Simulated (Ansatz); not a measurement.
## Polymorphs of NaI

Method: Ansatz 0.2.0, DFT PBE+D3(BJ), scalar-relativistic, plane waves, PAW. All cells share a 420 eV cutoff and Γ-centred k meshes spaced at most about 0.3 Å⁻¹ (2π included). No spin polarisation.

Energies over the elements count from the elements' standard structures at the same level, with no fitted energy shifts.

All energies are static (0 K, no zero-point motion). The comparison covers the computed candidates alone. Spin–orbit coupling, which can matter for I, is left out. Kohn–Sham gaps at this level usually fall short of measured ones. The missing spin–orbit coupling can work the other way here.

Invented guesses and database cells were relaxed alike, and ends that match in structure were merged. ΔE counts from the first row. Coordination counts I atoms around Na (those within 1.25 times the shortest such distance or 1.15 times the sum of covalent radii). The ends were matched against large subsets of the Crystallography Open Database and the Materials Project, so a missing match doesn't prove that a structure is unreported.

```json
{"#": "1", "reached from": "a Materials Project cell", "type and space group": "rock salt, Fm-3m (No. 225)", "atoms": "2", "Å³/atom": "32.1", "coordination": "Na 6", "ΔE (meV/atom)": "0", "gap on mesh (eV)": "3.79", "in databases": "Materials Project, matches COD", "checks": "no imaginary mode on a 4×4×4 q mesh"}
{"#": "2", "reached from": "sheets of the NaI type stacked, one a cell", "type and space group": "Cmmm (No. 65)", "atoms": "2", "Å³/atom": "33.2", "coordination": "Na 4", "ΔE (meV/atom)": "136", "gap on mesh (eV)": "2.49", "in databases": "no match", "checks": "-"}
{"#": "3", "reached from": "a Materials Project cell", "type and space group": "I4_1/amd (No. 141)", "atoms": "4", "Å³/atom": "34.9", "coordination": "Na 4", "ΔE (meV/atom)": "151", "gap on mesh (eV)": "2.67", "in databases": "Materials Project", "checks": "-"}
{"#": "4", "reached from": "sheets of the NaI type stacked in turn", "type and space group": "P4/mmm (No. 123)", "atoms": "2", "Å³/atom": "42.7", "coordination": "Na 4", "ΔE (meV/atom)": "220", "gap on mesh (eV)": "2.87", "in databases": "no match", "checks": "-"}
```

The lowest: Space group Fm-3m (No. 225), cubic, a = 6.359 Å. Around Na lie 6 I at 3.18 Å; around I lie 6 Na at 3.18 Å. Its energy over the elements is −1.311 eV/atom. It is a structure that the Crystallography Open Database (COD) lists.

Space group Fm-3m (No. 225). a = 6.359 Å, b = 6.359 Å, c = 6.359 Å, α = 90.00°, β = 90.00°, γ = 90.00°
```tsv
atom	site	symmetry	x	y	z
Na	4a	m-3m	0.0000	0.0000	0.0000
I	4b	m-3m	0.5000	0.0000	0.0000
```

The second: Space group Cmmm (No. 65), orthorhombic, a = 4.765 Å, b = 6.793 Å, c = 4.105 Å. Na has 4 I at 3.14 Å; around I lie 4 Na at 3.14 Å. Counting I atoms around Na, the first has Na 6 and the second has Na 4. Shaken at random and relaxed again, row 1 came back. Cells without such a test can be saddle points.

Space group Cmmm (No. 65). a = 4.765 Å, b = 6.793 Å, c = 4.105 Å, α = 90.00°, β = 90.00°, γ = 90.00°
```csv
atom,site,symmetry,x,y,z
Na,2a,mmm,0.0000,0.0000,0.0000
I,2c,mmm,0.5000,0.0000,0.5000
```

Some types were kept out of the candidates beforehand, so the set may lack a known form.
